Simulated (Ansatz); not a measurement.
# Tl: from a trial structure to a relaxed crystal

Theory: DFT r2SCAN, scalar-relativistic, plane waves, PAW (Ansatz 0.2.0). Cutoff 500 eV, Γ-centred k mesh, Gaussian smearing, no spin polarisation in the final step.

The start puts Tl on the black phosphorus structure type (Cmce, No. 64), at a guessed volume.

```
Tl
1.0
     1.95573   -6.20399    0.00000
     1.95573    6.20399    0.00000
     0.00000    0.00000    5.17590
Tl
4
Direct
  0.09800 0.90200 0.91000
  0.59800 0.40200 0.59000
  0.90200 0.09800 0.09000
  0.40200 0.59800 0.41000
```

Cell and atoms relax at zero pressure; the relaxation can't lower the symmetry of the start. After a coarse first stage the cell is made exact in the group found at 0.06 Å.

Energies count from the standard state of Tl at the same level.

Q: Describe the relaxed structure.

A: It ends in Fmmm (No. 69). Conventional cell: a = 3.654 Å, b = 5.558 Å, c = 12.148 Å. Tl has 7 Tl at 3.20–3.41 Å, 2 Tl at 3.65 Å and 2 Tl at 4.00 Å.

```
Tl
1.0
     0.00000    2.77910    6.07387
     1.82719    0.00000    6.07387
     1.82719    2.77910    0.00000
Tl
2
Direct
  0.86848 0.86848 0.13152
  0.13152 0.13152 0.86848
```

Q: What are its volume, energy, density and gap?

A: The volume per atom is 30.84 Å³. The density is 11.00 g/cm³ and the energy over the standard structure is 0.04 eV/atom. The gap on the 18×18×18 mesh is 0 eV (a metal).

The final run used a 18×18×18 mesh on its 2-atom cell and 0.10 eV smearing. For metals, differences of a few meV/atom aren't resolved. Spin–orbit coupling is left out. A structure relaxed within its symmetry needn't be a true minimum.